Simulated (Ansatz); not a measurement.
# TiAl3: the cost of one run

Computed with Ansatz 0.2.0 (DFT PBE, scalar-relativistic, plane waves, PAW, unless a step's input says otherwise).

3 further runs of the same task are left out: 3 set aside as unsound or not needed.

### 1 The structure to begin with

The structure is cubic, space group Pm-3m (No. 221). The conventional cell has a = 3.982 Å, b = 3.982 Å, c = 3.982 Å, α = 90.00°, β = 90.00°, γ = 90.00°. Around Ti (site symmetry m-3m) lie 12 Al at 2.82 Å. Around Al (site symmetry 4/mmm) lie 4 Ti at 2.82 Å and 8 Al at 2.82 Å.

Structure file:

```cif
data_structure
_symmetry_space_group_name_H-M 'P 1'
_symmetry_Int_Tables_number 1
_cell_length_a 3.9823
_cell_length_b 3.9823
_cell_length_c 3.9823
_cell_angle_alpha 90.000
_cell_angle_beta 90.000
_cell_angle_gamma 90.000
_cell_volume 63.16
loop_
_atom_site_label
_atom_site_type_symbol
_atom_site_fract_x
_atom_site_fract_y
_atom_site_fract_z
_atom_site_occupancy
Ti1 Ti 0.00000 0.00000 0.00000 1
Al1 Al 0.50000 0.50000 0.00000 1
Al2 Al 0.50000 0.00000 0.50000 1
Al3 Al 0.00000 0.50000 0.50000 1
```

It goes back to an entry of the Materials Project, which need not be the stable form.

It is the result of an earlier relaxation at this level (volume 15.79 Å³/atom; gap on the mesh: none (metal)).

### 2 Optical spectrum

Input file input.yaml:

```yaml
crystal:
  lattice:
    - [3.9823283179, 0.0, 0.0]
    - [0.0, 3.9823283179, 0.0]
    - [0.0, 0.0, 3.9823283179]
  atoms:
    - { symbol: Ti, position: [0.0, 0.0, 0.0] }
    - { symbol: Al, position: [0.5, 0.5, 0.0] }
    - { symbol: Al, position: [0.5, 0.0, 0.5] }
    - { symbol: Al, position: [0.0, 0.5, 0.5] }
basis:
  ecutwfc: 420
kpoints:
  mp_grid: { grid: [10, 10, 10] }
hamiltonian:
  xc: pbe
scf:
  occupations: { method: fermi_dirac, width: 0.15 }
  n_extra_bands: 16
output:
  eigenvalues: true
  optics: { e_range: [0, 14], sigma: 0.1, nscf_kmesh: { grid: [18, 18, 18] } }
checkpoint:
  read: start.run
  write: ck
  compress: false
  write_wavefunctions: false
  write_every: 100000
```

On the command line:

```bash
ansatz run input.yaml --threads 1 --pin off --max-ram 3072MiB --backend cpu --events-out ev --progress --plain --runs-dir out
```

Q: Estimate wall time and peak memory on 1 thread of Intel Xeon Platinum 8175M at 2.50GHz (Skylake/Cascade Lake), shared host.

About 89 s, with a peak of 1.4 GiB.
